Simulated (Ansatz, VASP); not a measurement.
# One calculation of BN, two programs

```xyz
4
Lattice="2.4982 0.0000 0.0000 -1.2491 2.1635 0.0000 0.0000 0.0000 6.6357" Properties=species:S:1:pos:R:3 pbc="T T T"
B     0.0000    1.4424    1.6589
B     1.2491    0.7212    4.9768
N     0.0000    1.4424    4.9768
N     1.2491    0.7212    1.6589
```

Alike in both runs: task relaxation of cell and atoms; functional r2SCAN; k mesh 12 × 12 × 4; occupations gaussian, width 0.02 eV; no spin polarisation.

```csv
,VASP,Ansatz
version,VASP 6.6.1,Ansatz 0.2.0
potentials or method,"VASP PAW PBE potentials, release 64 (B, N)","scalar-relativistic, plane waves, PAW"
plane-wave cutoff (eV),600,500
valence electrons in the cell,16,16
```

|  | VASP | Ansatz | Ansatz less VASP |
| --- | --- | --- | --- |
| gap on the k mesh at the Fermi level, each at its own relaxed structure (eV) | 4.92 | 4.89 | -0.030 |
| relaxed volume (Å³/atom) | 9.28 | 9.31 | +0.023 |
| relaxed cell length with the largest relative difference (Å) | 6.847 | 6.872 | +0.0256 |
| energy change over the relaxation (meV/atom) | -1 | -1 | -0.1 |

Caveats: the PAW data sets were made with another functional, which shifts forces and pressure a little (VASP). r2SCAN opens gaps a little over a GGA but as a rule still falls short of measured ones. Zero-point motion and thermal expansion aren't in these numbers.
